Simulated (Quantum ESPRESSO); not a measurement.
WS2: phonons with PBEsol

The system is WS2, a slab with vacuum.

```
W S
1.0
     3.18352    0.00000    0.00000
    -1.59176    2.75701    0.00000
     0.00000    0.00000   16.95058
W S
1 2
Direct
  0.00000 0.00000 0.00000
  0.33333 0.66667 0.09200
  0.33333 0.66667 0.90800
```

```
Program             : Quantum ESPRESSO 7.5
Task                : phonons
Functional          : PBEsol
Potentials or basis : PseudoDojo 0.4.1 SR PBEsol standard
Cutoff              : 1007 eV
Density cutoff      : 4027 eV
k mesh              : 8 × 8 × 2, shifted
Occupations         : fermi-dirac, width 0.05 eV
Spin                : no spin polarisation
Mixing beta         : 0.5
Most SCF iterations : 120
SCF threshold       : 6e-10 Ry
```

```
Electronic dielectric tensor (diagonal)                 : 5.64, 5.64, 1.43
Born charges (mean of the diagonal)                     : W -0.42; S +0.21 e
Highest phonon frequency at Γ, LO-TO splitting left out : 432 cm⁻¹
Static dielectric tensor (diagonal)                     : 5.66, 5.66, 1.43
```

Stress tensor (GPa, compression positive):
```
-1.27  0.00  0.00
 0.00 -1.27  0.00
 0.00  0.00 -0.01
```

The path:
```csv
step,energy change (eV),largest force (eV/Å),pressure (GPa)
1,0.0000,0.1234,-1.09
2,-0.0005,0.0727,-0.99
3,-0.0007,0.0166,-0.88
4,-0.0008,0.0001,-0.85
5,-0.0008,0.0000,-0.85
```

Final structure:
```
W S
1.0
     3.18352    0.00000    0.00000
    -1.59176    2.75701    0.00000
     0.00000    0.00000   16.95058
W S
1 2
Direct
  0.00000 0.00000 0.00000
  0.33333 0.66667 0.09164
  0.33333 0.66667 0.90836
```

Levels at points of the mesh, in eV from the valence-band top:
```csv
k point,band 11,band 12,band 13,band 14,band 15,band 16
"(0.00, 0.00, 0.25)",-1.70,-1.70,0.00,2.87,2.87,3.09
```

Phonon frequencies in cm⁻¹ (negative: imaginary):
```csv
q point,frequencies
"(0.000, 0.000, 0.000)",-3 -3 -3 292 292 350 350 414 432
```

Electronic dielectric tensor:
```
5.64 0.00 0.00
0.00 5.64 0.00
0.00 0.00 1.43
```

Born effective charge tensors (e):
atom 1, W
```
-0.59  0.00  0.00
 0.00 -0.59  0.00
 0.00  0.00 -0.09
```
atom 2, S
```
0.29 0.00 0.00
0.00 0.29 0.00
0.00 0.00 0.04
```
atom 3, S
```
0.29 0.00 0.00
0.00 0.29 0.00
0.00 0.00 0.04
```

Optical modes at Γ, degenerate ones joined, polar ones without the macroscopic field:
```csv
cm⁻¹,components,symmetry,active in,"IR intensity, summed ((D/Å)²/amu)"
292,2,E'',Raman,0.00
350,2,E',IR and Raman,0.34
414,1,A'1,Raman,0.00
432,1,A''2,IR,0.00
```

Static dielectric tensor, electrons and zone-centre modes:
```
5.66 0.00 0.00
0.00 5.66 0.00
0.00 0.00 1.43
```

Wall time 6.5 min on 4 MPI ranks on Intel(R) Xeon(R) Platinum 8488C (Sapphire Rapids), with other jobs on the host, peak memory 0.56 GiB a rank.

The run has no spin-orbit coupling, so splittings on W are missing.
